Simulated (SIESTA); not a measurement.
**RbBr under changes of volume**

One of the cells (41.053 Å³/atom); the others are scaled copies at fixed shape and fractional positions:

```xyz
2
Lattice="0.0000 3.4497 3.4497 3.4497 0.0000 3.4497 3.4497 3.4497 0.0000" Properties=species:S:1:pos:R:3 pbc="T T T"
Rb    0.0000    0.0000    0.0000
Br    3.4497    3.4497    3.4497
```

- Program: SIESTA 5.4.2
- Functional: PBE
- Potentials or basis: PseudoDojo 0.4 standard (PBE files)
- Basis: DZP (energy shift 0.003 Ry; two zetas on semicore shells; d shell added on Rb)
- Grid cutoff: 500 Ry
- Energy shift: 0.003 Ry
- k mesh: 7 × 7 × 7
- Occupations: fermi-dirac, width 0.05 eV
- Spin: no spin polarisation

```tsv
volume (Å³/atom)	energy over the lowest point (meV/atom)	pressure (GPa)	gap on the mesh (eV)
37.833	32.92	2.3	4.61
38.638	?	?	?
39.443	14.67	1.4	4.50
41.053	4.16	0.7	4.39
41.858	1.39	0.4	4.34
42.663	0.00	0.2	4.29
```

**Question.** What does the run at 38.638 Å³/atom give?

**Answer.** Energy over the lowest point 22.68 meV/atom; pressure 1.8 GPa; gap on the mesh 4.56 eV.

Worked out: A Birch-Murnaghan fit of order 3 (a polynomial in V^(-2/3)) to the other rows has its minimum at 43.12 Å³/atom, just outside them, with B0 = V·E''(V) = 13.0 GPa and B' = 4.4. It gives 22.72 meV/atom at 38.638 Å³/atom, against the run's 22.68, and -dE/dV = 1.8 GPa, against 1.8. A straight line through the other rows of the gap, of slope -2.67 eV per unit of ln V (its deformation potential), gives 4.55 eV, against the run's 4.56.

Energies are extrapolated to zero smearing.

Caveats: the basis of atomic orbitals isn't converged, which shifts pressures, moduli and gaps; an odd mesh through Γ misses points on the zone boundary, where band edges often lie (some runs). Spin-orbit coupling on Br, Rb is left out.
